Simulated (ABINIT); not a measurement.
BeTe:

```
Te Be
1.0
     0.00000    2.77000    2.77000
     2.77000    0.00000    2.77000
     2.77000    2.77000    0.00000
Te Be
1 1
Direct
  0.75000 0.75000 0.75000
  0.00000 0.00000 0.00000
```

Program: ABINIT 10.8.3 (patched build). Alike in all runs: cell as given; smearing fermi-dirac 0.05 eV.

Problem. Order these runs on this cell by their band gap on the k mesh, lowest first.
A. level SCAN; potentials or basis JTH PAW PBE v2.0; spin off; k mesh 8 × 8 × 8; cutoff (eV) 626; fine-grid cutoff 1224.51 eV
B. level PBEsol; potentials or basis JTH PAW PBE v2.0; spin SOC, no magnetisation; k mesh 8 × 8 × 8; cutoff (eV) 517; fine-grid cutoff 1034.03 eV
C. level LDA; potentials or basis JTH PAW LDA v2.0; spin off; k mesh 5 × 5 × 5; cutoff (eV) 408; fine-grid cutoff 816.342 eV

Solution. B (1.43 eV), C (1.90 eV), A (2.09 eV).

Caveats: spin-orbit coupling is left out, which moves the levels of the heavy elements (some runs); an odd mesh through Γ misses points on the zone boundary, where band edges often lie (some runs).

A k mesh can miss the band edges, odd and even meshes differently.

Runs at the PBE level aren't shown here.
